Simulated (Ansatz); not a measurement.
The system is MnS.

```
Mn S
1.0
     0.00000    2.60450    2.60450
     2.60450    0.00000    2.60450
     2.60450    2.60450    0.00000
Mn S
1 1
Direct
  0.00000 0.00000 0.00000
  0.50000 0.50000 0.50000
```

```yaml
Program: Ansatz 0.2.0
Task: single point
Functional: PBE
Potentials_or_basis: Ansatz PAW
Cutoff: "420 eV (not typed: the program's choice for these potentials)"
k_mesh: 9 × 9 × 9
Occupations: fermi-dirac, width 0.05 eV
Spin: collinear spin, ferromagnetic start
Starting_moments: "[4.0, 0.0] μB"
```

On this cell: pressure -2.9 GPa; largest force zero by symmetry; net moment 4.71 μB per cell; site moments Mn +4.21; S +0.15 μB; band gap on the k mesh none (metal or under the smearing width).

The same run follows on a disturbed copy (atoms moved at random, drawn with an rms of 0.05 Å):

```
Mn S
1.0
     0.00000    2.60450    2.60450
     2.60450    0.00000    2.60450
     2.60450    2.60450    0.00000
Mn S
1 1
Direct
  0.00369 0.00203 0.98863
  0.50638 0.51126 0.48776
```

**Question.** What does the disturbed cell give?

**Answer.** The energy (extrapolated to zero smearing) moves by +0.9 meV/atom; pressure -2.8 GPa; largest force 0.094 eV/Å; net moment 4.71 μB per cell; site moments Mn +4.19; S +0.15 μB; band gap on the k mesh none (metal or under the smearing width).

Forces in eV/Å, atoms in the order of the input:
```
Mn   0.053  0.012  0.077
S   -0.053 -0.012 -0.077
```

Caveats: a cell with one magnetic atom can't hold antiferromagnetic order, which such compounds often take; semilocal functionals often make such compounds metallic where correlation or magnetic order opens a gap, which also shifts bond lengths.
